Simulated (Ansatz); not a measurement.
Level of theory: DFT, revPBE, plane waves (420 eV) with PAW, scalar-relativistic in Ansatz. (PAW data from PBE, frozen cores regenerated.)

An element in the dhcp structure gives this curve. The cell is scaled uniformly from the relaxed one, with fractional coordinates and shape fixed. Energies are extrapolated to zero smearing, pressures are those at the given smearing. Magnetic state: spin not included.

```json
{"V (Å³/atom)": "50.831", "E − E₀ (meV/atom)": "33.1", "P (GPa)": "1.72"}
{"V (Å³/atom)": "53.141", "E − E₀ (meV/atom)": "13.7", "P (GPa)": "1.05"}
{"V (Å³/atom)": "55.452", "E − E₀ (meV/atom)": "3.2", "P (GPa)": "0.49"}
{"V (Å³/atom)": "57.762", "E − E₀ (meV/atom)": "0.0", "P (GPa)": "0.01"}
{"V (Å³/atom)": "60.073", "E − E₀ (meV/atom)": "3.1", "P (GPa)": "-0.40"}
{"V (Å³/atom)": "62.383", "E − E₀ (meV/atom)": "11.6", "P (GPa)": "-0.74"}
{"V (Å³/atom)": "64.693", "E − E₀ (meV/atom)": "24.6", "P (GPa)": "-1.03"}
```

Question: Which element is it?
A. ytterbium
B. strontium
C. potassium
D. lanthanum

Answer: B. Its fit is V₀ = 57.70 Å³/atom, B₀ = 10.9 GPa, B₀′ = 3.1.
